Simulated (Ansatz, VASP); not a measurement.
# One calculation of AlN, two programs

Contents of INCAR:

```
ALGO     = Normal         # electronic algorithm
EDIFF    = 1E-6           # SCF threshold, eV
ENCUT    = 520            # plane-wave cutoff, eV
GGA      = PE             # functional
ISIF     = 2              # what is computed and relaxed
ISMEAR   = 0              # smearing method
LASPH    = T              # aspherical terms in the spheres
LCHARG   = T              # write CHGCAR
LELF     = T              # ELF
LREAL    = F              # projectors in reciprocal space
LVHAR    = T            
LWAVE    = F              # write WAVECAR
NBANDS   = 11             # bands
NELM     = 60             # most SCF steps
PREC     = Accurate       # precision mode
SIGMA    = 0.05           # smearing width, eV
```

KPOINTS

```
k-points
0
Gamma
  10 10 10
```

File POSCAR:

```
AlN
1.0
    0.0000000000      2.2562903708      2.2562903708
    2.2562903708      0.0000000000      2.2562903708
    2.2562903708      2.2562903708      0.0000000000
Al N
1 1
Direct
   -0.0114379721      0.0114379721      0.0114379721
    0.7720328468      0.7279671532      0.7279671532
```

Input for Ansatz:

```yaml
crystal:
  lattice:
    - [0.0, 2.2562903708, 2.2562903708]
    - [2.2562903708, 0.0, 2.2562903708]
    - [2.2562903708, 2.2562903708, 0.0]
  atoms:
    - { symbol: Al, position: [-0.0114379721, 0.0114379721, 0.0114379721] }
    - { symbol: "N", position: [0.7720328468, 0.7279671532, 0.7279671532] }
basis:
  ecutwfc: 520.0
kpoints:
  mp_grid: { grid: [10, 10, 10] }
hamiltonian:
  xc: pbe
  pseudopotentials: { kind: paw, azcp: { folder: soft_1 } }
scf:
  occupations: { method: gaussian, width: 0.05 }
output:
  forces: true
  stress: true
  eigenvalues: true
```

Change from the starting cell: mode 4 frozen in at -0.097 Å, equal normal strain along x, y and z +0.0250.

Alike in both runs: task single point; functional PBE; k mesh 10 × 10 × 10; occupations gaussian, width 0.05 eV; no spin polarisation.

```csv
,VASP,Ansatz
version,VASP 6.6.1,Ansatz 0.2.0
potentials or method,"VASP PAW PBE potentials, release 64 (Al, N)","scalar-relativistic, plane waves, PAW"
plane-wave cutoff (eV),520,520
valence electrons in the cell,8,8
```

Ansatz gave:

```
gap on the k mesh at the Fermi level (eV)       : 2.89
least direct gap on the mesh (eV)               : 2.97
pressure (GPa)                                  : -10.3
largest component of the traceless stress (GPa) : 4.99
rms of the force components (eV/Å)              : 0.936
```

Q: Estimate VASP's values.

A: gap on the k mesh at the Fermi level (eV): 2.89; least direct gap on the mesh (eV): 2.97; pressure (GPa): -10.5; largest component of the traceless stress (GPa): 5.00; rms of the force components (eV/Å): 0.938.

Atom by atom the forces differ by 0.002 eV/Å (rms over components).

Caveats: forces of over 1 eV/Å show positions far from the minimum, so gaps and moduli don't describe the material at rest. A k mesh can miss the band edges.
